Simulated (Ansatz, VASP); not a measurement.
One calculation of Cr, two programs

INCAR

```
SYSTEM = Cr
ALGO = Normal
EDIFF = 1E-7
ENCUT = 520
GGA = RP
ISIF = 2
ISMEAR = -1
LASPH = .TRUE.
LCHARG = .FALSE.
LREAL = .FALSE.
LWAVE = .FALSE.
NBANDS = 12
NELM = 100
PREC = Accurate
SIGMA = 0.1
```

File KPOINTS:

```
k-points
0
G
  15 15 15
  0 0 0
```

The input POSCAR:

```
Cr
1.0
    2.3257207856      0.0000000000      0.0000000000
    0.0000000000      2.3257207856      0.0000000000
    0.0000000000      0.0000000000      2.3257207856
Cr
1
Direct
    0.0000000000      0.0000000000      0.0000000000
```

Input for Ansatz:

```yaml
crystal:
  lattice:
    - [2.3257207856, 0.0, 0.0]
    - [0.0, 2.3257207856, 0.0]
    - [0.0, 0.0, 2.3257207856]
  atoms:
    - { symbol: Cr, position: [0.0, 0.0, 0.0] }
hamiltonian:
  xc: rpbe
  pseudopotentials:
    kind: paw
    azcp:
      Cr: "pseudopotentials/Cr.paw.azcp"
basis:
  ecutwfc: 420
  fft_grid_basis: typed
kpoints:
  mp_grid: { grid: [15, 15, 15], shift: [0, 0, 0] }
magnetization:
  spin_polarized: false
scf:
  occupations: { method: fermi_dirac, width: 0.1 }
  lower_state_search: "off"
output:
  stress: true
```

Alike in both runs: task single point; functional RPBE; k mesh 15 × 15 × 15; occupations fermi-dirac, width 0.1 eV; no spin polarisation.

|  | VASP | Ansatz |
| --- | --- | --- |
| version | VASP 6.6.1 | Ansatz 0.2.0 |
| potentials or method | VASP PAW PBE potentials, release 64 (Cr_pv) | plane waves (420 eV) with PAW, scalar-relativistic |
| plane-wave cutoff (eV) | 520 | 420 |
| valence electrons in the cell | 12 | 14 |

|  | VASP | Ansatz | Ansatz less VASP |
| --- | --- | --- | --- |
| pressure (GPa) | 8.4 | 8.6 | +0.13 |

The functional is the same, so the differences come from potentials, cutoffs and numerics. The two sets of potentials don't hold the same shells in valence.

Caveats: the PAW data sets were made with another functional, which shifts forces and pressure a little (VASP); the run has no spin polarisation, though such a crystal can be magnetic. Spin polarisation is off, so any magnetic state and its effect on volume and gap are missing.
